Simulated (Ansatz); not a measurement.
# Sampling a charged cell: V_O in SiO2 (P3_121), part 2 of 2

Question: how much does the k-point sampling change the (+1/0) level of V_O in SiO2 (P3_121), and what does each choice cost? Model: a cell of 72 host atoms with 1 O taken out.

Ansatz 0.2.0; plane-wave PAW DFT; relaxations with PBEsol, then single points with PBEsol, on supercells at fixed charge in a uniform background.

So far: Starting point; Relaxing both charge states, PBEsol.

## (3) First setting: the zone centre alone

The defect state overlaps with its images and forms a narrow band, so the k-points decide which part of that band enters the energy. A point off the zone centre usually averages it better, but needs complex orbitals and more time.

The input, qp1_M1.kg/input.yaml:

```yaml
crystal:
  checkpoint: "../qp1_M1.relax.run"
  host: checkpoint
total_charge: 1
basis:
  ecutwfc: 420
  xc_grid: 2
hamiltonian:
  xc: pbesol
  pseudopotentials: { kind: paw, azcp: { folder: soft_1 }, xc_functional: pbe }
kpoints:
  mp_grid: { grid: [1, 1, 1] }
magnetization:
  spin_polarized: true
  initial_magnetization: 1
  spin_locking: { lock_magnetization: hard }
scf:
  occupations: { method: fixed }
  max_iter: 80
output:
  forces: true
  charged_corrections:
    epsilon: [2.49, 2.49, 2.52]
    static_epsilon: [4.63, 4.63, 4.85]
    defect_position: [0.293757, 0.427297, 0.559361]
  eigenvalues: true
checkpoint:
  read: "../qp1_M1.relax.run"
  write: "../qp1_M1.kg.run"
  compress: false
  write_wavefunctions: false
  write_every: 100000
```

Command:

```
$ ansatz run input.yaml --threads 32 --pin off --max-ram 84787MiB --backend cuda --events-out ev --progress --plain --runs-dir out --max-vram 78GiB
```

Numbers of over 12 decimals in the logs are rounded to 6 here.

Output:

```text
[...]
crystal.checkpoint: the structure is that of <dir>, a `relax` run, at its step 8: its result, under pbesol at a charge of 1 e; 71 atoms read, 0 with a starting moment; crystal.structure_sha256 for this input is
[...]
device memory: the entry about to start is reckoned to put 5.7 GiB on a device that reports 179.2 GiB free (of which the cap on the GPU budget leaves the run 78.0 GiB)
GPU FFT provider: cuFFT
GPU libraries: cuBLAS 13.8.1, cuFFT 12.4.0, cuSOLVER 12.3.2
GPU matrix products: emulated (plane waves: as basis.precision tells), large ones in fixed point in workspaces of 1.00 GiB
Crystal: 71 atoms, lattice volume = 923.118 Å³
Basis set: ecut = 420 eV, 18049 PW (Γ), exchange–correlation on 144×144×150 points (8 copies of the dense FFT grid, shifted against one another)
Bands: 260, of which v1, the nominal top of the filled ones, is band 189 counted from 1 (188 counted from 0)
Symmetry: 1 space group operations
[...]
k-points: 1
[...]
Stability of the state it starts from, as read at its close in the collinear treatment: not read negative (Ritz values of 1 − χ₀K, real part plus size of imaginary part, from 1.0 to 1.5, by its mixing steps under no symmetry); [...]
Starting moments: Σ|m| = 1 μB on 71 of 71 sites; this step starts from the density that it was given
[...]
GPU buffer pool allocated for 388800 grid points (all kernels)
GPU transforms: local potential and band sums: pruned to the plane-wave sphere, on 72×72×75
[...]
iter 1 solved again at ethr=1.85e-7 eV; its pass at ethr=3.10e-3 eV (dr2=6.98e-4 eV) is discarded
[...]
SCF iter   7: F=-41358.338483 eV  HF=-41358.338483 eV  |Δ(HF+E_count)|=   2.49e-8  Δρ=4.10e-7 (↑3.83e-7 ↓4.10e-7)  dr2=4.59e-9  dr2_m=1.08e-10  M=1.000 μB ∫|m|=1.036 μB  Hψ=1190
SCF 1 converged in 7 iterations: F = -41358.338483 eV  dr2 = 4.59e-9
[...]
SCF converged after 7 iterations
[...]
Magnetization: 1.0000 μB (189.0000 up, 188.0000 down)
Absolute magnetization: 1.0395 μB (∫|ρ↑−ρ↓|, with the PAW one-centre terms)
[...]
Per-site moments (μB) at R_I (Å): [(-4.852161772151868e-6, 0.667346), (0.000275339, 0.663662), (4.201083503441835e-5, 0.667770), [... 6 left out ...]
Free energy (F): -41358.338483 eV
[...]
Internal energy: -41358.338483 eV  (E = F + TS)
E sigma→0 (E₀):  -41358.338483 eV
Fermi energy:    2.764744 (↑ 2.764744, ↓ 2.198086) eV
[...]
--- Forces (eV/Å), atoms counted from 1 ---
  atom   1  Si     0.00418907     0.00236383     0.00109997
  atom   2  Si    -0.01816404    -0.00037734    -0.02625282
  [... 1 atom left out ...]
  atom   4  O     -0.00416699    -0.01054354     0.02472018
  [... 2 atoms left out ...]
  [... 65 more lines of this table ...]
  max |Σ_I F_I| component: 1.42e-5 eV/Å
[...]
F Makov-Payne    = n/a  (the rows are of the electrons' constant alone; ansatz place-levels tells what screens the charge)
[...]
--- Band table (eV) ---
[...]
```

It took 1.6 s on 1 × NVIDIA GB200 with 32 threads of Arm Neoverse V2, shared host; peak memory 1.1 GiB; 3.6 s of CPU time.

Both charges and the host at this setting go to place-levels, which corrects for the image charge and aligns the potentials.

The input, levels.kg.yaml:

```yaml
host:
  run: host.kg.run
states: [q0.kg.run, qp1_M1.kg.run]
geometry_from:
  q0.kg.run: q0.relax.run
  qp1_M1.kg.run: qp1_M1.relax.run
  host.kg.run: host.relax.run
chemical_potentials:
  O:
    energy: -558.291301
    dataset: <sha256 of the dataset>
```

Command:

```
$ ansatz place-levels levels.kg.yaml -- --threads 32 --pin off --max-ram 84787MiB --backend cuda --max-vram 78GiB
```

Output:

```text
(+1/0) 0.386 eV above the valence edge, 5.335 eV under the conduction edge
formation energy of charge +1: +4.896 eV with the Fermi level at the valence edge
formation energy of charge 0: +5.282 eV with the Fermi level at the valence edge
  edges by pbesol, gap 5.721 eV; the host is sampled to repeats of 9.90 Å
  the defect's cells are sampled to repeats of 9.90 Å, like sampling
  charge +1: -41358.0289 eV with its correction of +0.310 eV, at epsilon [4.63, 4.63, 4.85], aligned at sites: -0.1371 eV, mean over 36 atomic sites at or beyond 4.95 Å from the defect at [0.2938, 0.4273, 0.5594], with +0.001126 for the charge's moments and [...]
  charge 0: +0.000 eV for its dipole among its images, +0.000 omitted
  of states[1] (qp1_M1.kg.run): how wide its charge is, is not read beside other atoms or cores, and a band state would take no correction. [...]
  of states[0] (q0.kg.run): its only k-point is the zone centre, where a defect's energies can be off by tenths of an eV or more: see "From the zone centre to a mesh" in the quickstart; [...]
```

It took 0.13 s on 32 threads.

At this setting the gap is 5.721 eV and (+1/0) lies 0.386 eV above the valence top.

## (4) The other settings

In the defect's inputs only the studied keys change. One input of each further setting:

qp1_M1.kq/input.yaml, as its differences from qp1_M1.kg/input.yaml of step 3:

```diff
@@ -11,3 +11,3 @@
 kpoints:
-  mp_grid: { grid: [1, 1, 1] }
+  mp_grid: { grid: [1, 1, 1], shift: [0.25, 0.25, 0.25] }
 magnetization:
@@ -28,3 +28,3 @@
   read: "../qp1_M1.relax.run"
-  write: "../qp1_M1.kg.run"
+  write: "../qp1_M1.kq.run"
   compress: false
```

qp1_M1.km0/input.yaml, as its differences from qp1_M1.kq/input.yaml of step 4:

```diff
@@ -11,3 +11,3 @@
 kpoints:
-  mp_grid: { grid: [1, 1, 1], shift: [0.25, 0.25, 0.25] }
+  mp_grid: { grid: [2, 2, 2] }
 magnetization:
@@ -28,3 +28,3 @@
   read: "../qp1_M1.relax.run"
-  write: "../qp1_M1.kq.run"
+  write: "../qp1_M1.km0.run"
   compress: false
```

qp1_M1.kms/input.yaml, as its differences from qp1_M1.km0/input.yaml of step 4:

```diff
@@ -11,3 +11,3 @@
 kpoints:
-  mp_grid: { grid: [2, 2, 2] }
+  mp_grid: { grid: [2, 2, 2], shift: [0.5, 0.5, 0.5] }
 magnetization:
@@ -28,3 +28,3 @@
   read: "../qp1_M1.relax.run"
-  write: "../qp1_M1.km0.run"
+  write: "../qp1_M1.kms.run"
   compress: false
```

qp1_M1.km3/input.yaml, as its differences from qp1_M1.kms/input.yaml of step 4:

```diff
@@ -11,3 +11,3 @@
 kpoints:
-  mp_grid: { grid: [2, 2, 2], shift: [0.5, 0.5, 0.5] }
+  mp_grid: { grid: [3, 3, 3] }
 magnetization:
@@ -28,3 +28,3 @@
   read: "../qp1_M1.relax.run"
-  write: "../qp1_M1.kms.run"
+  write: "../qp1_M1.km3.run"
   compress: false
```

qp1_M1.km4/input.yaml, as its differences from qp1_M1.km3/input.yaml of step 4:

```diff
@@ -11,3 +11,3 @@
 kpoints:
-  mp_grid: { grid: [3, 3, 3] }
+  mp_grid: { grid: [4, 4, 4], shift: [0.5, 0.5, 0.5] }
 magnetization:
@@ -28,3 +28,3 @@
   read: "../qp1_M1.relax.run"
-  write: "../qp1_M1.km3.run"
+  write: "../qp1_M1.km4.run"
   compress: false
```

## (5) Result against cost

Times of the states on 1 × NVIDIA GB200 with 32 threads of Arm Neoverse V2, shared host; the host is run again at each setting:

```
        k-point sampling  gap (eV)  (+1/0) above the valence top (eV)  under the conduction bottom (eV)  level less that at a 4×4×4 shifted mesh (meV)  time, both charge states  time, host and placing  peak memory of a state (GiB)
   the zone centre alone     5.721                              0.386                             5.335                                            -37                     2.8 s                   3.4 s                           1.1
one point at (¼, ¼, ¼) *     5.722                              0.427                             5.295                                              4                     2.5 s                   4.7 s                           1.4
  a 2×2×2 Γ-centred mesh     5.722                              0.423                             5.299                                              0                     5.3 s                   2.9 s                           1.3
    a 2×2×2 shifted mesh     5.722                              0.423                             5.299                                              0                     3.7 s                   5.5 s                           1.3
  a 3×3×3 Γ-centred mesh     5.722                              0.423                             5.299                                              0                     7.5 s                     3 s                           1.3
    a 4×4×4 shifted mesh     5.722                              0.423                             5.299                                              0                      15 s                   6.5 s                           1.5
```

* started from the relaxation's converged state in the same settings, so its time is no fair cost.

## (6) Results

* (plus 1/0) level, the zone centre alone: 0.39 eV
* (plus 1/0) level, one point at (¼, ¼, ¼): 0.43 eV
* (plus 1/0) level, a 2×2×2 Γ-centred mesh: 0.42 eV
* (plus 1/0) level, a 2×2×2 shifted mesh: 0.42 eV
* (plus 1/0) level, a 3×3×3 Γ-centred mesh: 0.42 eV
* (plus 1/0) level, a 4×4×4 shifted mesh: 0.42 eV

What this shows: Over the settings in the table the level spans 0.041 eV; one point at (¼, ¼, ¼), a 2×2×2 Γ-centred mesh, a 2×2×2 shifted mesh and a 3×3×3 Γ-centred mesh lie within 0.02 eV of the reference (a 4×4×4 shifted mesh, 0.42 eV). The largest miss of the level above the valence top is 37 meV, with the zone centre alone. Only the charges 0 and +1 were run, each from one start, so (+1/0) need not be a change between stable states. Keep in mind: PBEsol makes the gap too small and tends to spread out bound carriers.

[Logs are printed without paths, hosts, clocks, repeated set-up lines and the standing remarks that a program may print on its own settings, such as how far it seeks lower states.]

[Hosts, paths, dates, database ids (printed as entryN), source tags and the programs' standing remarks are cut or masked in the printed files.]

[Where a table of states has a column of steps, it counts the stored structures, which are thinned; the runs took as many ionic steps or more.]

[For some hosts the program warned that the k-mesh of the response run may be too coarse for force constants and the static dielectric constant; such warnings are not shown here.]
